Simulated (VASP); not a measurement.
# Zn (Im-3m) in VASP: single point with LDA

Aim: the single point of Zn with LDA.

Program: VASP 6.6.1. These are calculated values, not measurements. Logs are shortened: lines on timing, memory, paths and dates and some standing lists are left out, and cuts for length are marked.

## 1. The structure

Symmetry: Im-3m, No. 229, cubic system. Conventional cell: a = 3.138 Å, b = 3.138 Å, c = 3.138 Å, α = 90.00°, β = 90.00°, γ = 90.00°. Zn (site symmetry m-3m) is surrounded by 8 Zn at 2.72 Å.

This isn't the form of Zn at room conditions, which is hcp.

## 2. Single point, LDA

Input file INCAR:

```
SYSTEM = Zn
ALGO     = Normal         ! electronic algorithm
EDIFF    = 1E-7           ! SCF threshold, eV
ENCUT    = 520            ! plane-wave cutoff, eV
GGA      = CA             ! functional
ISIF     = 2              ! what is computed and relaxed
ISMEAR   = 0              ! smearing method
LASPH    = .True.         ! aspherical terms in the spheres
LCHARG   = .False.        ! write CHGCAR
LREAL    = .False.        ! projectors in reciprocal space
LWAVE    = .False.        ! write WAVECAR
NBANDS   = 12             ! bands
NELM     = 60             ! most SCF steps
PREC     = Accurate       ! precision mode
SIGMA    = 0.1            ! smearing width, eV
```

Input file KPOINTS:

```
k-points
0
Gamma
  8 8 8
  0 0 0
```

Input file POSCAR:

```
Zn
1.0
   -1.5690370000      1.5690370000      1.5690370000
    1.5690370000     -1.5690370000      1.5690370000
    1.5690370000      1.5690370000     -1.5690370000
Zn
1
Direct
    0.0000000000      0.0000000000      0.0000000000
```

Potentials or basis: VASP PAW LDA potentials, release 64 (Zn).

Launch:

```bash
cat potpaw_LDA.64/Zn/POTCAR > POTCAR
mpirun -np 1 vasp_std > vasp.out
```

OUTCAR:

```text
SYSTEM = Zn
   EDIFF = 1E-7
   ENCUT = 520
   GGA = CA
   ISIF = 2
   ISMEAR = 0
   LASPH = .True.
   LREAL = .False.
   NELM = 60
   PREC = Accurate

 ion  position               nearest neighbor table
   1  0.000  0.000  0.000-

  LATTYP: Found a body centered cubic cell.
 ALAT       =     3.1380740000

  Lattice vectors:

 A1 = (  -1.5690370000,   1.5690370000,   1.5690370000)
 A2 = (   1.5690370000,  -1.5690370000,   1.5690370000)
 A3 = (   1.5690370000,   1.5690370000,  -1.5690370000)

Analysis of symmetry for initial positions (statically):
=====================================================================
 Subroutine PRICEL returns:
 Original cell was already a primitive cell.

 Routine SETGRP: Setting up the symmetry group for a
 body centered cubic supercell.

 Subroutine GETGRP returns: Found 48 space group operations
 (whereof 48 operations were pure point group operations)
 out of a pool of 48 trial point group operations.

The static configuration has the point symmetry O_h .

Analysis of symmetry for dynamics (positions and initial velocities):
=====================================================================
 Subroutine PRICEL returns:
 Original cell was already a primitive cell.

 Routine SETGRP: Setting up the symmetry group for a
 body centered cubic supercell.

 Subroutine GETGRP returns: Found 48 space group operations
 (whereof 48 operations were pure point group operations)
 out of a pool of 48 trial point group operations.

The dynamic configuration has the point symmetry O_h .

 Subroutine INISYM returns: Found 48 space group operations
 (whereof 48 operations are pure point group operations),
 and found     1 'primitive' translations

----------------------------------------------------------------------------------------

                                     Primitive cell

  volume of cell :      15.4511

  direct lattice vectors                    reciprocal lattice vectors
    -1.569037000  1.569037000  1.569037000     0.000000000  0.318666800  0.318666800
     1.569037000 -1.569037000  1.569037000     0.318666800  0.000000000  0.318666800
     1.569037000  1.569037000 -1.569037000     0.318666800  0.318666800  0.000000000

  length of vectors
[... 85 lines left out ...]
   NFREE  =      0    steps in history (QN), initial steepest desc. (CG)
   ISIF   =      2    stress and relaxation
   ISYM   =      2    0-nonsym 1-usesym 2-fastsym
   POTIM  = 0.5000    time-step for ionic-motion
   TEBEG  =    0.0;   TEEND  =   0.0 temperature during run
   PSTRESS=    0.0 pullay stress
   NELECT =      12.0000    total number of electrons
   NUPDOWN=      -1.0000    fix difference up-down
   EMIN   =  10.00;   EMAX   =-10.00  energy-range for DOS
   EFERMI =   0.00;   METHOD = LEGACY
   ISMEAR =     0;   SIGMA  =   0.10  broadening in eV -4-tet -1-fermi 0-gaus
   EFERMI_NEDOS =   21; number of points for ismear=-14 and -15
   IALGO  =     38    algorithm
   IMIX   =      4    mixing-type and parameters
     AMIX     =   0.40;   BMIX     =  1.00
     AMIX_MAG =   1.60;   BMIX_MAG =  1.00
  volume/ion in A,a.u.               =      15.45       104.27
  Fermi-wavevector in a.u.,A,eV,Ry     =   1.504811  2.843681 30.809811  2.264457
  Thomas-Fermi vector in A             =   2.615742
   LORBIT       =      0    0 simple, 1 ext, 2 COOP (PROOUT), +10 PAW based schemes
   GGA     = CA    functional components
   LHFCALC =     F    Hartree Fock is set to
   AEXX    =    0.0000 exact exchange contribution
   IVDW    =     0    specifies the selected vdW correction
   LEPSILON=     F    determine dielectric tensor
   LRPA    =     F    only Hartree local field effects (RPA)
 non-spin polarized calculation
 Gauss-broadening in eV      SIGMA  =   0.10
  energy-cutoff  :      520.00
  volume of cell :       15.45
 maximum number of plane-waves:       429
   NGX = 11   NGY = 11   NGZ = 11

 number of electron      12.0000023 magnetization

 Free energy of the ion-electron system (eV)
  ---------------------------------------------------
  ext. energy  EPLUGINS =         0.00000000
  ---------------------------------------------------
  free energy    TOTEN  =        -1.71486141 eV

  energy without entropy =       -1.71310382  energy(sigma->0) =       -1.71398261

 E-fermi :   2.6812     XC(G=0): -11.8191

 val. band max:        2.4473001030   @ k =   0.3750   0.1250   0.1250
 cond. band min:       2.7095967710   @ k =   0.5000   0.5000   0.2500
 fundamental gap:      0.2622966680
 Fermi energy:         2.6811891680

 k-point     1 :       0.0000    0.0000    0.0000
  band No.  band energies     occupation
      1      -7.4899      2.00000
      2      -4.9990      2.00000
      3      -4.9990      2.00000
      4      -4.9990      2.00000
      5      -4.4957      2.00000
      6      -4.4957      2.00000
      7      21.5694      0.00000
      8      21.5694      0.00000
      9      21.5694      0.00000
     10      23.6930      0.00000
     11      23.6930      0.00000
     12      23.6930      0.00000
[... 331 lines left out ...]
 k-point    24 :      -0.3750    0.3750    0.2500
  band No.  band energies     occupation
      1      -5.2318      2.00000
      2      -5.1084      2.00000
      3      -4.7934      2.00000
      4      -4.6416      2.00000
      5      -4.3494      2.00000
      6      -0.5369      2.00000
      7       7.2735      0.00000
      8       9.9888      0.00000
      9      12.7147      0.00000
     10      15.5151      0.00000
     11      22.8947      0.00000
     12      26.2988      0.00000

 [... further k-points ...]

------------------------ aborting loop because EDIFF is reached ----------------------------------------

  FORCE on cell =-STRESS in cart. coord.  units (eV):
  Direction    XX          YY          ZZ          XY          YZ          ZX
  --------------------------------------------------------------------------------------
  -------------------------------------------------------------------------------------
  Total       -0.8546316     -0.8546316     -0.8546316      0.0000000     -0.0000000      0.0000000
  in kB      -88.6196385    -88.6196385    -88.6196385      0.0000000     -0.0000000      0.0000000
  external PRESSURE =     -88.6196385 kB  Pullay stress =       0.0000000 kB

 VOLUME and BASIS-vectors are now :
 -----------------------------------------------------------------------------
  energy-cutoff  :      520.00
  volume of cell :       15.45
      direct lattice vectors                 reciprocal lattice vectors
    -1.569037000  1.569037000  1.569037000     0.000000000  0.318666800  0.318666800
     1.569037000 -1.569037000  1.569037000     0.318666800  0.000000000  0.318666800
     1.569037000  1.569037000 -1.569037000     0.318666800  0.318666800  0.000000000

 POSITION                                       TOTAL-FORCE (eV/Angst)
 -----------------------------------------------------------------------------------
      0.00000      0.00000      0.00000         0.000000     -0.000000      0.000000
 -----------------------------------------------------------------------------------
    total drift:                                0.000000     -0.000000      0.000000

  FREE ENERGIE OF THE ION-ELECTRON SYSTEM (eV)
  ---------------------------------------------------
  free  energy   TOTEN  =        -1.7148614100 eV

  energy  without entropy=       -1.7131038198  energy(sigma->0) =       -1.71398261
```

OSZICAR:

```text
N       E                     dE             d eps       ncg     rms          rms(c)
DAV:   1     0.439186117692E+02    0.43919E+02   -0.66697E+03   712   0.159E+03
DAV:   2    -0.215542692500E+00   -0.44134E+02   -0.40879E+02   724   0.212E+02
DAV:   3    -0.182772536600E+01   -0.16122E+01   -0.16083E+01   820   0.405E+01
DAV:   4    -0.183259244200E+01   -0.48671E-02   -0.48669E-02   784   0.220E+00
DAV:   5    -0.183259637489E+01   -0.39329E-05   -0.39332E-05   796   0.596E-02    0.272E+00
DAV:   6    -0.172703942126E+01    0.10556E+00   -0.52732E-01   788   0.147E+01    0.209E+00
DAV:   7    -0.171868419175E+01    0.83552E-02   -0.11824E-02   780   0.214E+00    0.104E+00
DAV:   8    -0.171486809461E+01    0.38161E-02   -0.16224E-03   880   0.508E-01    0.291E-02
DAV:   9    -0.171486113136E+01    0.69633E-05   -0.77951E-05  1032   0.127E-01    0.194E-02
DAV:  10    -0.171486140775E+01   -0.27639E-06   -0.51235E-06   772   0.363E-02    0.949E-04
DAV:  11    -0.171486141000E+01   -0.22535E-08   -0.38294E-08   512   0.318E-03
   1 F= -.17148614E+01 E0= -.17139826E+01  d E =-.175759E-02
```

stdout:

```text
POSCAR found type information on POSCAR Zn
 POSCAR found :  1 types and       1 ions
 scaLAPACK will be used
 LDA part: xc-table for (Slater(with rela. corr.)+CA(PZ))
 , standard interpolation
 POSCAR, INCAR and KPOINTS ok, starting setup
 FFT: planning ... GRIDC
 FFT: planning ... GRID_SOFT
 FFT: planning ... GRID
 WAVECAR not read
 entering main loop
```

It took 6.5 s on 1 thread of Intel Xeon Platinum 8259CL at 2.50GHz (Skylake/Cascade Lake), shared host; peak memory 0.11 GiB.

Results:

| Property | Result |
| --- | --- |
| Free energy | -1.7149 eV |
| Pressure | -8.9 GPa |
| Band gap on the k mesh | none (metal or under the smearing width) |
